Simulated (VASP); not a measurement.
# SiC (Moissanite): how numerical settings change the zone-centre modes, part 2 of 3

Aim: test the modes of SiC (Moissanite) against the numerical settings. The starting structure is a measured crystal structure from the Crystallography Open Database.

VASP 6.6.1.

### 2. Reference modes (continued)

Level of this step: LDA; plane waves and PAW (Si, C) (VASP).

Parts of OUTCAR (step 2):

```text
ion  position               nearest neighbor table
   1  0.333  0.667  0.833-   7 1.87   7 1.87   7 1.87   9 1.88   3 3.06   3 3.06   3 3.06   6 3.07
                             6 3.07   6 3.07
   2  0.667  0.333  0.333-   8 1.87   8 1.87   8 1.87  10 1.88   4 3.06   4 3.06   4 3.06   5 3.07
                             5 3.07   5 3.07
   3  0.667  0.333  0.667-   9 1.87   9 1.87   9 1.87  11 1.88   1 3.06   1 3.06   1 3.06   5 3.07
                             5 3.07   5 3.07
   4  0.333  0.667  0.167-  10 1.87  10 1.87  10 1.87  12 1.88   2 3.06   2 3.06   2 3.06   6 3.07
                             6 3.07   6 3.07
   5  0.000  0.000  0.500-  11 1.88  11 1.88  11 1.88   8 1.88   2 3.07   2 3.07   2 3.07   3 3.07
                             3 3.07   3 3.07
   6  0.000  0.000  1.000-  12 1.88  12 1.88  12 1.88   7 1.88   1 3.07   1 3.07   1 3.07   4 3.07
                             4 3.07   4 3.07
   7  0.000  0.000  0.874-   1 1.87   1 1.87   1 1.87   6 1.88
   8  0.000  0.000  0.374-   2 1.87   2 1.87   2 1.87   5 1.88
   9  0.333  0.667  0.708-   3 1.87   3 1.87   3 1.87   1 1.88
  10  0.667  0.333  0.208-   4 1.87   4 1.87   4 1.87   2 1.88
  11  0.667  0.333  0.542-   5 1.88   5 1.88   5 1.88   3 1.88
  12  0.333  0.667  0.042-   6 1.88   6 1.88   6 1.88   4 1.88

  LATTYP: Found a hexagonal cell.
 ALAT       =     3.0610042824
 C/A-ratio  =     4.9067042325

 Subroutine GETGRP returns: Found 12 space group operations
 (whereof  6 operations were pure point group operations)

The static configuration has the point symmetry C_3v.
 The point group associated with its full space group is C_6v.

 Found     24 irreducible k-points:

   k-points           NKPTS =     24   k-points in BZ     NKDIM =     24   number of bands    NBANDS=     36

   dimension x,y,z NGX =    24 NGY =   24 NGZ =  112
   dimension x,y,z NGXF=    48 NGYF=   48 NGZF=  224

   ENCUT  =  520.0 eV  38.22 Ry    6.18 a.u.   5.69  5.69 27.93*2*pi/ulx,y,z

   NELECT =      48.0000    total number of electrons

 k-points in reciprocal lattice and weights: Automatic mesh
   0.00000000  0.00000000  0.00000000       0.006
   0.11111111  0.00000000  0.00000000       0.037
   0.22222222  0.00000000  0.00000000       0.037
   0.33333333  0.00000000  0.00000000       0.037
   0.44444444  0.00000000  0.00000000       0.037
   0.11111111  0.11111111  0.00000000       0.037
   0.22222222  0.11111111  0.00000000       0.074
   0.33333333  0.11111111  0.00000000       0.074
   0.44444444  0.11111111  0.00000000       0.037
[...]
0.33333333  0.22222222  0.50000000       0.074
   0.33333333  0.33333333  0.50000000       0.012

 average (electrostatic) potential at core
       1 -81.6726       2 -81.6075       3 -81.7159       4 -81.6465       5 -81.6969
       6 -81.7185       7 -48.7559       8 -48.6881       9 -48.7940      10 -48.7256
      11 -48.8234      12 -48.8098

 E-fermi :   8.5052

 k-point     1 :       0.0000    0.0000    0.0000
  band No.  band energies     occupation
    ...
     20       8.0189      2.00000
     21       8.0189      2.00000
     22       8.2969      2.00000
     23       8.3170      2.00000
     24       8.3170      2.00000
     25      13.6156      0.00000
     26      13.7836      0.00000
     27      14.1974      0.00000
     28      14.7100      0.00000
     29      14.8788      0.00000
    ...

 k-point     2 :       0.1111    0.0000    0.0000
  band No.  band energies     occupation
    ...
     20       7.5904      2.00000
     21       7.7458      2.00000
     22       7.8227      2.00000
     23       8.1606      2.00000
     24       8.2244      2.00000
     25      13.7204      0.00000
     26      14.0194      0.00000
     27      14.1179      0.00000
     28      14.6915      0.00000
     29      14.8626      0.00000
    ...

 k-point     3 :       0.2222    0.0000    0.0000
  band No.  band energies     occupation
    ...
     20       6.7024      2.00000
     21       7.2743      2.00000
     22       7.3335      2.00000
     23       7.7555      2.00000
     24       7.8877      2.00000
     25      12.2808      0.00000
     26      12.5824      0.00000
     27      12.9285      0.00000
     28      13.6040      0.00000
     29      14.3072      0.00000
    ...

  Total        0.0825326      0.0825326     -0.1257853      0.0000000      0.0000000      0.0000000
  in kB        1.0849846      1.0849846     -1.6535916      0.0000000      0.0000000      0.0000000
  external PRESSURE =       0.1721259 kB  Pullay stress =       0.0000000 kB

  energy-cutoff  :      520.00
  volume of cell :      121.87
      direct lattice vectors                 reciprocal lattice vectors
     3.061004282  0.000000000  0.000000000     0.326690167  0.188614656  0.000000000
    -1.530502141  2.650907470  0.000000000     0.000000000  0.377229312  0.000000000
     0.000000000  0.000000000 15.019442668     0.000000000  0.000000000  0.066580367

 POSITION                                       TOTAL-FORCE (eV/Angst)
 -----------------------------------------------------------------------------------
     -0.00000      1.76727     12.51102        -0.000000      0.000000      0.025994
      1.53050      0.88364      5.00130         0.000000     -0.000000      0.014718
      1.53050      0.88364     10.01048         0.000000      0.000000     -0.173686
     -0.00000      1.76727      2.50076        -0.000000      0.000000      0.024580
      0.00000      0.00000      7.50564         0.000000     -0.000000     -0.194465
      0.00000      0.00000     15.01536         0.000000     -0.000000      0.022544
      0.00000      0.00000     13.13253        -0.000000     -0.000000     -0.023537
      0.00000      0.00000      5.62281        -0.000000     -0.000000     -0.034560
     -0.00000      1.76727     10.63376         0.000000      0.000000     -0.031316
      1.53050      0.88364      3.12404         0.000000     -0.000000     -0.024248
      1.53050      0.88364      8.11823         0.000000     -0.000000      0.418613
     -0.00000      1.76727      0.62351        -0.000000     -0.000000     -0.024637
 -----------------------------------------------------------------------------------
    total drift:                               -0.000000     -0.000000      0.000252

  FREE ENERGIE OF THE ION-ELECTRON SYSTEM (eV)
  ---------------------------------------------------
  free  energy   TOTEN  =       -99.8650535124 eV

  energy  without entropy=      -99.8650535124  energy(sigma->0) =      -99.86505351

 Eigenvectors and eigenvalues of the dynamical matrix
 ----------------------------------------------------

[...]
0.000000  0.000000 15.015358     0.000000    0.000000   -0.269745
      0.000000  0.000000 13.132531    -0.000000   -0.000000    0.474283
      0.000000  0.000000  5.622810    -0.000000    0.000000   -0.474283
     -0.000000  1.767272 10.633760    -0.000000    0.000000    0.207532
      1.530502  0.883636  3.124039     0.000000    0.000000   -0.207532
      1.530502  0.883636  8.133233    -0.000000    0.000000   -0.305255
     -0.000000  1.767272  0.623512    -0.000000    0.000000    0.305255

   3 f  =   26.619848 THz   167.257437 2PiTHz  887.942547 cm-1   110.090795 meV
             X         Y         Z           dx          dy          dz
     -0.000000  1.767272 12.511025     0.000000    0.000000   -0.237703
      1.530502  0.883636  5.001303     0.000000   -0.000000   -0.237703
      1.530502  0.883636 10.010478     0.000000   -0.000000    0.119667
     -0.000000  1.767272  2.500756    -0.000000   -0.000000    0.119667
      0.000000  0.000000  7.505637     0.000000   -0.000000    0.130696
      0.000000  0.000000 15.015358     0.000000    0.000000    0.130696
      0.000000  0.000000 13.132531    -0.000000   -0.000000    0.267809
      0.000000  0.000000  5.622810    -0.000000    0.000000    0.267809
     -0.000000  1.767272 10.633760    -0.000000    0.000000    0.243165
      1.530502  0.883636  3.124039     0.000000    0.000000    0.243165
      1.530502  0.883636  8.133233    -0.000000    0.000000   -0.530325
     -0.000000  1.767272  0.623512    -0.000000   -0.000000   -0.530325

   4 f  =   26.483890 THz   166.403189 2PiTHz  883.407484 cm-1   109.528519 meV
             X         Y         Z           dx          dy          dz
     -0.000000  1.767272 12.511025    -0.000000   -0.000000    0.003532
      1.530502  0.883636  5.001303     0.000000   -0.000000    0.003532
      1.530502  0.883636 10.010478    -0.000000   -0.000000   -0.219650
     -0.000000  1.767272  2.500756     0.000000   -0.000000   -0.219650
      0.000000  0.000000  7.505637     0.000000   -0.000000    0.201639
      0.000000  0.000000 15.015358     0.000000   -0.000000    0.201639
      0.000000  0.000000 13.132531     0.000000    0.000000   -0.438045
      0.000000  0.000000  5.622810    -0.000000    0.000000   -0.438045
     -0.000000  1.767272 10.633760     0.000000   -0.000000    0.468119
      1.530502  0.883636  3.124039     0.000000    0.000000    0.468119
      1.530502  0.883636  8.133233    -0.000000    0.000000   -0.008020
     -0.000000  1.767272  0.623512    -0.000000    0.000000   -0.008020

   5 f  =   25.133198 THz   157.916541 2PiTHz  838.353248 cm-1   103.942509 meV
             X         Y         Z           dx          dy          dz
     -0.000000  1.767272 12.511025    -0.000000    0.000000    0.007626
      1.530502  0.883636  5.001303    -0.000000    0.000000   -0.007626
      1.530502  0.883636 10.010478    -0.000000    0.000000   -0.009627
     -0.000000  1.767272  2.500756    -0.000000   -0.000000    0.009627
      0.000000  0.000000  7.505637    -0.000000    0.000000   -0.006886
      0.000000  0.000000 15.015358    -0.000000    0.000000    0.006886
      0.000000  0.000000 13.132531     0.000000   -0.000000   -0.423113
      0.000000  0.000000  5.622810     0.000000   -0.000000    0.423113
     -0.000000  1.767272 10.633760     0.000000   -0.000000    0.406970
      1.530502  0.883636  3.124039     0.000000    0.000000   -0.406970
      1.530502  0.883636  8.133233     0.000000   -0.000000   -0.393895
     -0.000000  1.767272  0.623512     0.000000   -0.000000    0.393895

   6 f  =   23.913220 THz   150.251194 2PiTHz  797.659169 cm-1    98.897088 meV
             X         Y         Z           dx          dy          dz
     -0.000000  1.767272 12.511025    -0.000001   -0.215698   -0.000000
      1.530502  0.883636  5.001303    -0.000001   -0.215698   -0.000000
      1.530502  0.883636 10.010478    -0.000001   -0.226390   -0.000000
     -0.000000  1.767272  2.500756    -0.000001   -0.226390   -0.000000
      0.000000  0.000000  7.505637    -0.000001   -0.227931   -0.000000
      0.000000  0.000000 15.015358    -0.000001   -0.227931   -0.000000
      0.000000  0.000000 13.132531     0.000002    0.325531    0.000000
      0.000000  0.000000  5.622810     0.000002    0.325531    0.000000
     -0.000000  1.767272 10.633760     0.000002    0.346440    0.000000
      1.530502  0.883636  3.124039     0.000002    0.346440    0.000000
      1.530502  0.883636  8.133233     0.000002    0.352531    0.000000
     -0.000000  1.767272  0.623512     0.000002    0.352531    0.000000

   7 f  =   23.913220 THz   150.251194 2PiTHz  797.659169 cm-1    98.897088 meV
             X         Y         Z           dx          dy          dz
     -0.000000  1.767272 12.511025    -0.215698    0.000001    0.000000
      1.530502  0.883636  5.001303    -0.215698    0.000001    0.000000
      1.530502  0.883636 10.010478    -0.226390    0.000001    0.000000
     -0.000000  1.767272  2.500756    -0.226390    0.000001    0.000000
      0.000000  0.000000  7.505637    -0.227931    0.000001    0.000000
      0.000000  0.000000 15.015358    -0.227931    0.000001    0.000000
      0.000000  0.000000 13.132531     0.325531   -0.000002   -0.000000
      0.000000  0.000000  5.622810     0.325531   -0.000002   -0.000000
     -0.000000  1.767272 10.633760     0.346440   -0.000002   -0.000000
      1.530502  0.883636  3.124039     0.346440   -0.000002   -0.000000
      1.530502  0.883636  8.133233     0.352531   -0.000002   -0.000000
     -0.000000  1.767272  0.623512     0.352531   -0.000002   -0.000000

   8 f  =   23.711887 THz   148.986180 2PiTHz  790.943415 cm-1    98.064441 meV
             X         Y         Z           dx          dy          dz
     -0.000000  1.767272 12.511025     0.000001    0.229248   -0.000000
      1.530502  0.883636  5.001303    -0.000001   -0.229248   -0.000000
      1.530502  0.883636 10.010478    -0.000000   -0.079893   -0.000000
     -0.000000  1.767272  2.500756     0.000000    0.079893   -0.000000
      0.000000  0.000000  7.505637    -0.000001   -0.288093   -0.000000
      0.000000  0.000000 15.015358     0.000001    0.288093   -0.000000
      0.000000  0.000000 13.132531    -0.000001   -0.400307    0.000000
      0.000000  0.000000  5.622810     0.000001    0.400307    0.000000
     -0.000000  1.767272 10.633760     0.000000    0.073445    0.000000
    [... 420 further lines ...]
      1.530502  0.883636  3.124039     0.000000    0.000000   -0.223469
      1.530502  0.883636  8.133233     0.000000    0.000000   -0.223451
     -0.000000  1.767272  0.623512     0.000000    0.000000   -0.223451

 ELASTIC MODULI CONTR FROM IONIC RELAXATION (kBar)
 Direction    XX          YY          ZZ          XY          YZ          ZX
 --------------------------------------------------------------------------------
 XX        -501.5371    286.8468    211.5305     -0.0000     -0.0000      0.0000
 YY         286.8468   -501.5371    211.5305      0.0000     -0.0000     -0.0000
 ZZ         211.5305    211.5305   -417.5717      0.0000      0.0000     -0.0000
 XY          -0.0000      0.0000      0.0000   -394.1919      0.0000      0.0000
 YZ          -0.0000      0.0000      0.0000      0.0000   -119.0721      0.0000
 ZX           0.0000     -0.0000     -0.0000     -0.0000      0.0000   -119.0721
 --------------------------------------------------------------------------------

 total charge
# of ion       s       p       d       tot
------------------------------------------
    1        0.715   0.994   0.000   1.709
    2        0.715   0.994   0.000   1.709
    3        0.714   0.995   0.000   1.709
    4        0.714   0.995   0.000   1.709
    5        0.715   0.997   0.000   1.711
    6        0.715   0.997   0.000   1.711
    7        0.831   1.728   0.000   2.559
    8        0.831   1.728   0.000   2.559
    9        0.830   1.728   0.000   2.558
   10        0.830   1.728   0.000   2.558
   11        0.830   1.727   0.000   2.557
   12        0.830   1.727   0.000   2.557
--------------------------------------------------
tot          9.271  16.337   0.000  25.608

[... 3 further parts left out ...]
```

The last energy, forces, stress and levels in OUTCAR belong to the last displaced cell, not to the cell of POSCAR.

Reference: the zone-centre modes are at the top B1 (6) 945.8, B1 (5) 938.2, A1 (5) 887.9, A1 (4) 883.4 cm⁻¹, at the bottom E1 (2) 234.2, E1 (1) 228.6, E2 (2) 146.1, E2 (1) 141.4 cm⁻¹, with 14 more of the listed ones between.

### 3. Modes with a 4×4×1 mesh

Against step 2 the input has a 4×4×1 mesh (also changed: KPAR).

File INCAR:

```
SYSTEM = SiC
PREC = Accurate
ENCUT = 520
EDIFF = 1E-08
NELM = 100
ISMEAR = 0
SIGMA = 0.03
LREAL = .FALSE.
ALGO = Normal
GGA = CA
NBANDS = 36
LORBIT = 11
LWAVE = .FALSE.
LCHARG = .FALSE.
KPAR = 2
IBRION = 6
NFREE = 2
POTIM = 0.015
NSW = 1
ISIF = 2
```

File POSCAR:

```
SiC
1.0
    3.0610042824      0.0000000000      0.0000000000
   -1.5305021412      2.6509074697      0.0000000000
    0.0000000000      0.0000000000     15.0194426681
Si C
6 6
Direct
    0.3333333333      0.6666666667      0.8329886054
    0.6666666667      0.3333333333      0.3329886054
    0.6666666667      0.3333333333      0.6665012699
    0.3333333333      0.6666666667      0.1665012699
    0.0000000000      0.0000000000      0.4997280722
    0.0000000000      0.0000000000      0.9997280722
    0.0000000000      0.0000000000      0.8743687602
    0.0000000000      0.0000000000      0.3743687602
    0.3333333333      0.6666666667      0.7079996376
    0.6666666667      0.3333333333      0.2079996376
    0.6666666667      0.3333333333      0.5415136547
    0.3333333333      0.6666666667      0.0415136547
```

File KPOINTS:

```
Automatic mesh
0
Gamma
4 4 1
0 0 0
```

PAW data sets: Si and C (LDA family, release 64).

Launch:

```sh
> mpirun -np 16 vasp_std
```

The program printed:

```text
[banner, memory and clock lines left out]
running   16 mpi-ranks, on    1 nodes
[...]
[... a notice as in an earlier step ...]

 LDA part: xc-table for (Slater(with rela. corr.)+CA(PZ))
 , standard interpolation
|                                                                             |
|           W    W    AA    RRRRR   N    N  II  N    N   GGGG   !!!           |
|           W    W   A  A   R    R  NN   N  II  NN   N  G    G  !!!           |
|           W    W  A    A  R    R  N N  N  II  N N  N  G       !!!           |
|           W WW W  AAAAAA  RRRRR   N  N N  II  N  N N  G  GGG   !            |
|           WW  WW  A    A  R   R   N   NN  II  N   NN  G    G                |
|           W    W  A    A  R    R  N    N  II  N    N   GGGG   !!!           |
|                                                                             |
|     The number of bands has been changed from the values supplied in        |
|     The orbitals not found in the WAVECAR file will be initialized with     |
[...]
DAV:  15    -0.994854779238E+02    0.24191E-07   -0.20460E-07   416   0.172E-03    0.613E-04
DAV:  16    -0.994854779379E+02   -0.14034E-07   -0.26476E-08   328   0.599E-04    0.741E-04
DAV:  17    -0.994854779407E+02   -0.27867E-08   -0.52623E-09   256   0.265E-04
   1 F= -.99485478E+02 E0= -.99485478E+02  d E =-.145542E-18
[... from here on, the cycles between the ionic steps are left out ...]
   2 F= -.99483158E+02 E0= -.99483158E+02  d E =-.208453E-17
   3 F= -.99483158E+02 E0= -.99483158E+02  d E =-.208510E-17
   5 F= -.99481279E+02 E0= -.99481279E+02  d E =-.318036E-16
   7 F= -.99483172E+02 E0= -.99483172E+02  d E =-.558329E-18
   9 F= -.99481301E+02 E0= -.99481301E+02  d E =-.186218E-16
  11 F= -.99483184E+02 E0= -.99483184E+02  d E =-.697931E-18
  13 F= -.99481045E+02 E0= -.99481045E+02  d E =-.630895E-18
  15 F= -.99483231E+02 E0= -.99483231E+02  d E =-.120115E-17
  17 F= -.99483279E+02 E0= -.99483279E+02  d E =-.888611E-18
  19 F= -.99483194E+02 E0= -.99483194E+02  d E =-.260736E-17
  21 F= -.99482849E+02 E0= -.99482849E+02  d E =-.333447E-16
  23 F= -.99483226E+02 E0= -.99483226E+02  d E =-.430436E-17
  24 F= -.99481773E+02 E0= -.99481773E+02  d E =-.518559E-16
  25 F= -.99482812E+02 E0= -.99482812E+02  d E =-.588118E-20
 Finite differences progress:
  Degree of freedom:  12/ 12
  Displacement:        2/  2
  Total:              24/ 24
```

It took 50 s on 16 MPI ranks of Intel Xeon Platinum 8175M at 2.50GHz (Skylake/Cascade Lake), shared host; peak memory 3.2 GiB.

OUTCAR, selected parts (step 3):

```text
  Total        0.5139582      0.5139582     -0.6539992      0.0000000     -0.0000000      0.0000000
  in kB        6.7565666      6.7565666     -8.5975647      0.0000000     -0.0000000      0.0000000
  external PRESSURE =       1.6385228 kB  Pullay stress =       0.0000000 kB

 POSITION                                       TOTAL-FORCE (eV/Angst)
 -----------------------------------------------------------------------------------
     -0.00000      1.76727     12.51102        -0.000000      0.000000      0.063188
      1.53050      0.88364      5.00130         0.000000      0.000000      0.052093
      1.53050      0.88364     10.01048        -0.000000     -0.000000     -0.138640
     -0.00000      1.76727      2.50076        -0.000000      0.000000      0.056048
      0.00000      0.00000      7.50564         0.000000     -0.000000     -0.140770
      0.00000      0.00000     15.01536         0.000000      0.000000      0.077046
      0.00000      0.00000     13.13253         0.000000      0.000000     -0.082845
      0.00000      0.00000      5.62281        -0.000000      0.000000     -0.093623
     -0.00000      1.76727     10.63376        -0.000000      0.000000     -0.063815
      1.53050      0.88364      3.12404        -0.000000      0.000000     -0.056977
      1.53050      0.88364      8.11823         0.000000     -0.000000      0.383964
     -0.00000      1.76727      0.62351         0.000000      0.000000     -0.055668
 -----------------------------------------------------------------------------------
    total drift:                               -0.000000     -0.000000      0.000243

  FREE ENERGIE OF THE ION-ELECTRON SYSTEM (eV)
  ---------------------------------------------------
  free  energy   TOTEN  =       -99.4828121989 eV

  energy  without entropy=      -99.4828121989  energy(sigma->0) =      -99.48281220

[... 1 part as in an earlier step ...]

[... 2 further parts left out ...]
[key lines of the parts left out:]
E-fermi :   8.5374
```

The last energy, forces and stress in OUTCAR belong to the last displaced cell, not to that of POSCAR.

With a 4×4×1 mesh the modes are at the top B1 (6) 942.5, B1 (5) 935.3 cm⁻¹, at the bottom E2 (2) 145.4, E2 (1) 140.4 cm⁻¹, with 18 more of the listed ones between; the largest shift is -3.9 cm⁻¹, in B1 (4), from the reference.

(Continued in part 3 of 3.)

[Lines on the potential files, build, host, timing and source positions are cut from VASP's logs without a mark.]

[Logs are printed without paths, hosts, clocks, repeated set-up lines and the standing remarks that a program may print on its own settings, such as how far it seeks lower states.]

[Hosts, paths, dates, database ids (printed as entryN), source tags and the programs' standing remarks are cut or masked in the printed files.]
